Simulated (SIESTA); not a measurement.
## HfO2 under changes of volume

One of the cells (11.532 Å³/atom); the others are scaled copies at fixed shape and fractional positions:

```
Hf O
1.0
     5.11800    0.00000    0.00000
     0.00000    5.18570    0.00000
    -0.85866    0.00000    5.21387
Hf O
4 8
Direct
  0.27550 0.46030 0.70800
  0.72450 0.96030 0.79200
  0.72450 0.53970 0.29200
  0.27550 0.03970 0.20800
  0.07420 0.16840 0.84670
  0.92580 0.66840 0.65330
  0.92580 0.83160 0.15330
  0.07420 0.33160 0.34670
  0.44870 0.74190 0.98010
  0.55130 0.24190 0.51990
  0.55130 0.25810 0.01990
  0.44870 0.75810 0.48010
```

* Program: SIESTA 5.4.2
* Functional: PBEsol
* Potentials or basis: PseudoDojo 0.4 standard (PBEsol files)
* Basis: DZP (energy shift 0.003 Ry; two zetas on semicore shells)
* Grid cutoff: 800 Ry
* Energy shift: 0.003 Ry
* k mesh: 4 × 4 × 4
* Occupations: fermi-dirac, width 0.05 eV
* Spin: no spin polarisation

```csv
volume (Å³/atom),energy over the lowest point (meV/atom),pressure (GPa),gap on the mesh (eV),largest force (eV/Å)
10.840,?,?,?,?
11.070,17.40,11.8,3.99,0.617
11.301,4.71,5.9,3.92,0.538
11.532,0.00,0.7,3.85,0.471
11.762,2.46,-4.0,3.79,0.413
11.993,11.38,-8.3,3.73,0.368
12.223,26.13,-12.1,3.67,0.335
```

Problem. What does the run at 10.840 Å³/atom give?

Solution. Energy over the lowest point 38.96 meV/atom; pressure 18.3 GPa; gap on the mesh 4.05 eV; largest force 0.773 eV/Å.

Worked out: A Birch-Murnaghan fit of order 3 (a polynomial in V^(-2/3)) to the other rows has its minimum at 11.56 Å³/atom with B0 = V·E''(V) = 246 GPa and B' = 4.1 at fixed shape and positions, which overstates the stiffness. It gives 38.80 meV/atom at 10.840 Å³/atom, against the run's 38.96, and -dE/dV = 18.2 GPa, against 18.3. A straight line through the other rows of the gap, of slope -3.22 eV per unit of ln V, extrapolates to 4.05 eV, against the run's 4.05.

Energies are extrapolated to zero smearing.

Caveats: short orbitals over semicore shells can move pressures by several GPa; spin-orbit coupling is left out, which moves the levels of the heavy elements; the basis of atomic orbitals isn't converged, which shifts pressures, moduli and gaps.

A mesh can miss the band edges.
